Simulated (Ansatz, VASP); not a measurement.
# Al in VASP and in Ansatz

```
Al
1.0
     2.81478    0.00000    0.00000
    -1.40739    2.43767    0.00000
     0.00000    0.00000    8.96454
Al
4
Direct
  0.00000 0.00000 0.00000
  0.33333 0.66667 0.25000
  0.00000 0.00000 0.50000
  0.66667 0.33333 0.75000
```

Change from the starting cell: strain along c alone, the other axes held, atoms relaxed: -3.0 %.

Alike in both runs: task single point; functional PBE; dispersion D3(BJ); k mesh 21 × 21 × 6; occupations gaussian, width 0.1 eV; no spin polarisation.

|  | VASP | Ansatz |
| --- | --- | --- |
| version | VASP 6.6.1 | Ansatz 0.2.0 |
| potentials or method | VASP PAW PBE potentials, release 64 (Al) | scalar-relativistic, plane waves, PAW |
| plane-wave cutoff (eV) | 520 | 420 |
| valence electrons in the cell | 12 | 12 |

|  | VASP | Ansatz | Ansatz less VASP |
| --- | --- | --- | --- |
| gap on the k mesh at the Fermi level (eV) | none | none | - |
| pressure (GPa) | 2.8 | 2.8 | +0.03 |
| largest component of the traceless stress (GPa) | 2.49 | 2.49 | -0.002 |

A gap of «none» marks a metal or a gap that the smearing closes.

Caveats: pairwise dispersion overbinds metals, which lowers pressure and volume.
